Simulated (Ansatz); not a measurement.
A run of Ansatz 0.2.0 is set up as follows.

File input.yaml:

```yaml
crystal:
  lattice:
    - [4.08406197, 0.0, 0.0]
    - [0.0, 4.08406197, 0.0]
    - [0.0, 0.0, 5.34591325]
  atoms:
    - { symbol: "N", position: [0.4042752, 0.5957248, 0.5] }
    - { symbol: "N", position: [0.0957248, 0.0957248, 0.0] }
    - { symbol: "N", position: [0.5957248, 0.4042752, 0.5] }
    - { symbol: "N", position: [0.9042752, 0.9042752, 0.0] }
hamiltonian:
  xc: r2scan0
  pseudopotentials: { kind: paw }
kpoints:
  mp_grid: { grid: [4, 4, 3] }
scf:
  occupations: { method: fermi_dirac, width: 0.05 }
  n_extra_bands: 10
output:
  forces: true
  stress: true
  eigenvalues: true
  dos: { projected: true, de: 0.05 }
```

Potentials or basis: Ansatz PAW.

Launch:

```bash
$ ansatz run input.yaml --threads 2 --pin off --max-ram 5632MiB --backend cpu --events-out ev --progress --plain --runs-dir out
```

**Question.** Estimate the pressure.

**Answer.** -4.4 GPa.

**Question.** Estimate the largest force.

**Answer.** 3.417 eV/Å.

**Question.** What does it give for the band gap on the k mesh?

**Answer.** 10.45 eV, indirect (least direct gap 10.66 eV).

Stress tensor (GPa, compression positive):
```
-6.64  0.00  0.00
 0.00 -6.64  0.00
 0.00  0.00  0.12
```

Caveat: odd divisions of the mesh miss points on the zone boundary, where band edges often lie, so the gap on the mesh can be too wide; the PAW data sets come from PBE, with cores solved anew for the run's functional, which leaves a small shift of forces and pressure; forces of over 1 eV/Å show positions far from the minimum, so gaps and moduli don't describe the material at rest; the thresholds are loose for stress. A k mesh can miss the band edges.
